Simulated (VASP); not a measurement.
# Au: optical spectrum with PBE

Au:

```
Au
1.0
     0.00000    2.03950    2.03950
     2.03950    0.00000    2.03950
     2.03950    2.03950    0.00000
Au
1
Cartesian
  0.0000 0.0000 0.0000
```

```
Program                : VASP 6.6.1
Task                   : optical spectrum
Functional             : PBE
Potentials or basis    : VASP PAW PBE potentials, release 64 (Au)
Cutoff                 : 520 eV
k mesh                 : 12 × 12 × 12
Occupations            : fermi-dirac, width 0.05 eV
Spin                   : no spin polarisation
Further INCAR settings : ALGO = Normal; EDIFF = 1e-06; NBANDS = 30
```

| Item | Value |
| --- | --- |
| Pressure | 9.2 GPa |
| Band gap on the k mesh | none (metal or under the smearing width) |

Levels at points of the mesh, in eV from the Fermi level:
| k point | band 3 | band 4 | band 5 | band 6 | band 7 | band 8 | band 9 | band 10 |
| --- | --- | --- | --- | --- | --- | --- | --- | --- |
| (0.00, 0.00, 0.00) | -4.65 | -4.65 | -3.13 | -3.13 | 14.58 | 18.61 | 18.61 | 18.61 |
| (0.50, 0.00, 0.00) | -4.69 | -1.92 | -1.92 | -0.91 | 3.16 | 14.03 | 17.23 | 17.23 |
| (0.50, 0.50, 0.00) | -1.96 | -1.59 | -1.59 | 1.07 | 5.87 | 10.09 | 10.09 | 17.32 |

Dielectric function (mean over the directions given):
| energy (eV) | real part | imaginary part |
| --- | --- | --- |
| 0.28 | 9.34 | 0.04 |
| 0.92 | 9.91 | 0.16 |
| 1.56 | 11.89 | 0.72 |
| 2.30 | 12.59 | 10.49 |
| 2.94 | 6.08 | 7.82 |
| 3.59 | 3.57 | 8.07 |
| 4.32 | 4.82 | 6.41 |
| 4.97 | 2.41 | 4.55 |
| 5.70 | 4.15 | 5.05 |
| 6.35 | 3.92 | 4.74 |
| 6.99 | 3.26 | 5.01 |
| 7.73 | 1.99 | 3.16 |
| 8.37 | 0.61 | 4.61 |
| 9.02 | 0.86 | 3.53 |
| 9.75 | 0.75 | 3.31 |
| 10.40 | 1.75 | 1.86 |
| 11.13 | 1.43 | 2.49 |
| 11.78 | 1.94 | 2.83 |
| 12.42 | 1.25 | 2.71 |
| 13.16 | 0.83 | 2.12 |
| 13.80 | 1.12 | 2.61 |
| 14.44 | 1.05 | 2.19 |
| 15.18 | 1.40 | 2.23 |
| 15.82 | 0.83 | 1.67 |
| 16.56 | 1.37 | 1.91 |
| 17.20 | 1.25 | 2.17 |
| 17.85 | 1.91 | 1.51 |
| 18.58 | 2.19 | 2.27 |
| 19.23 | 1.33 | 2.93 |
| 19.96 | 0.49 | 3.30 |

It took 34 s on 1 thread of AMD EPYC 7R13 Processor (Zen 3) (shared host), peak memory 0.14 GiB.

Caveat: spectra need much finer meshes, so this one isn't converged; independent-particle spectra lack excitons; the intraband (Drude) part of a metal's response may be missing. Spin-orbit coupling is left out, which matters for the levels of Au.
